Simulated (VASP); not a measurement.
# MgS: G0W0 on PBE, by volume over the given one and cell

MgS, Fm-3m (no. 225), 2 atoms in the cell. PBE, GW; PAW potentials S_GW, Mg_GW (PBE set).

| Volume over the given one | Cell | Quasiparticle gap on the mesh (eV) | Gap of the starting point on the mesh (eV) | Quasiparticle gap at the zone centre (eV) | Starting gap at the zone centre (eV) | Correction of the gap between the band edges on the mesh (eV) | Time (s) |
|---|---|---|---|---|---|---|---|
| 0.94 | scale = 0.94 | 4.46 | 2.88 | 5.76 | 4.21 | 1.57 | 11 |
| 0.97 | scale = 0.97 | ? | ? | ? | ? | ? | 12 |
| 1 | as given | 4.30 | 2.75 | 5.20 | 3.70 | 1.54 | 13 |
| 1.03 | scale = 1.03 | 4.21 | 2.69 | 4.95 | 3.47 | 1.53 | 13 |

What would be expected in the open row?

Answer: Quasiparticle gap on the mesh (eV): 4.38, Gap of the starting point on the mesh (eV): 2.82, Quasiparticle gap at the zone centre (eV): 5.47, Starting gap at the zone centre (eV): 3.94, Correction of the gap between the band edges on the mesh (eV): 1.56.

Limits: the mesh is coarse: the screening isn't converged, and the gap may still move by about 0.1 eV.

## Input of the first row

INCAR.step1:
```
  PREC = Accurate
  ENCUT = 300
  ISMEAR = 0
  SIGMA = 0.05
  LASPH = True
  LREAL = False
  GGA = PE
  ALGO = Normal
  EDIFF = 1E-8
  NELM = 150
  LWAVE = True
  LCHARG = False
  KPAR = 4
```

INCAR.step2, as INCAR.step1 but for:
```
- ALGO = Normal
- NELM = 150
+ ALGO = Exact
+ NELM = 1
+ ISTART = 1
+ NBANDS = 156
+ LOPTICS = True
```

INCAR.step3:
```
  PREC = Accurate
  ENCUT = 300
  ISMEAR = 0
  SIGMA = 0.05
  LASPH = True
  LREAL = False
  GGA = PE
  ALGO = EVGW0
  NBANDS = 156
  NBANDSGW = 8
  ENCUTGW = 160
  NOMEGA = 48
  PRECFOCK = Fast
  ISTART = 1
  LWAVE = False
  LCHARG = False
  NELMGW = 1
  KPAR = 4
```

KPOINTS:
```
k-points
0
Gamma
  4 4 4
```

POSCAR:
```
MgS
1.0
    0.0000000000      2.5485401997      2.5485401997
    2.5485401997      0.0000000000      2.5485401997
    2.5485401997      2.5485401997      0.0000000000
S Mg
1 1
Direct
    0.5000000000      0.5000000000      0.5000000000
    0.0000000000      0.0000000000      0.0000000000
```

Commands (each step's output is kept before the next begins):
```
cat potpaw_PBE.64/S_GW/POTCAR potpaw_PBE.64/Mg_GW/POTCAR > POTCAR
cp INCAR.step1 INCAR
mpirun -np 4 vasp_std > vasp.out
cp INCAR.step2 INCAR
mpirun -np 4 vasp_std > vasp.out
cp INCAR.step3 INCAR
mpirun -np 4 vasp_std > vasp.out
```

VASP 6.6.1 took 11 s on 4 cores (Intel Xeon Platinum 8488C (Sapphire Rapids)), a shared host.
